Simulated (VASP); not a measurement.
Crystal: BaZrO3.

```
Ba Zr O
1.0
     4.18937    0.00000    0.00000
     0.00000    4.18937    0.00000
     0.00000    0.00000    4.18937
Ba Zr O
1 1 3
Direct
  0.00000 0.00000 0.00000
  0.50000 0.50000 0.50000
  0.00000 0.50000 0.50000
  0.50000 0.00000 0.50000
  0.50000 0.50000 0.00000
```

Base run:

| Item | Value |
| --- | --- |
| Program | VASP 6.6.1 |
| Functional | PBE |
| Potentials or basis | VASP PAW PBE potentials, release 64 (Ba_sv, Zr_sv, O) |
| Cutoff | 520 eV |
| k mesh | 6 × 6 × 6 |
| Occupations | gaussian, width 0.03 eV |
| Spin | no spin polarisation |

Its results: band gap on the k mesh 3.19 eV, indirect (least direct gap 3.41 eV); pressure 5.3 GPa.

**Question.** The run is repeated on the same cell with these changes: functional from PBE to r2SCAN; further incar settings from ALGO = Fast; EDIFF = 1e-06 to ALGO = Normal; EDIFF = 1e-06. What comes out?

**Answer.** Band gap on the k mesh 3.71 eV, indirect (least direct gap 3.95 eV); pressure 3.0 GPa.

Caveats: spin-orbit coupling is left out, which moves the levels of the heavy elements; the PAW data sets were made with another functional, which shifts forces and pressure a little (some runs).
